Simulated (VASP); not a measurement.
Ni under changes of volume

One of the cells (10.521 Å³/atom); the others are scaled copies at fixed shape and fractional positions:

```
Ni
1.0
     0.00000    1.73918    1.73918
     1.73918    0.00000    1.73918
     1.73918    1.73918    0.00000
Ni
1
Cartesian
  0.0000 0.0000 0.0000
```

* Program: VASP 6.6.1
* Functional: PBE
* Dispersion: D3(BJ)
* Potentials or basis: VASP PAW PBE potentials, release 64 (Ni)
* Cutoff: 520 eV
* k mesh: 12 × 12 × 12
* Occupations: fermi-dirac, width 0.05 eV
* Spin: collinear spin, ferromagnetic start
* Starting moments: [1.0] μB

| volume (Å³/atom) | energy over the lowest point (meV/atom) | pressure (GPa) | moment (μB per cell) |
| --- | --- | --- | --- |
| 10.100 | ? | ? | ? |
| 10.311 | 3.15 | 4.6 | 0.63 |
| 10.521 | 0.00 | 0.1 | 0.65 |
| 10.732 | 2.42 | -3.9 | 0.66 |
| 10.942 | 9.85 | -7.4 | 0.67 |

Problem. What does the run at 10.100 Å³/atom give?

Solution. Energy over the lowest point 12.39 meV/atom; pressure 9.6 GPa; moment 0.60 μB per cell.

Worked out: A Birch-Murnaghan fit of order 2 (a polynomial in V^(-2/3)) to the other rows has its minimum at 10.53 Å³/atom with B0 = V·E''(V) = 211 GPa. It gives 12.48 meV/atom at 10.100 Å³/atom, against the run's 12.39, and -dE/dV = 9.6 GPa, against 9.6. A straight line through the other rows of the moment, of slope 0.0618 μB per Å³/atom, extrapolates to 0.62 μB, against the run's 0.60.

Energies are extrapolated to zero smearing.

Caveats: pairwise dispersion overbinds metals, which lowers pressure and volume.
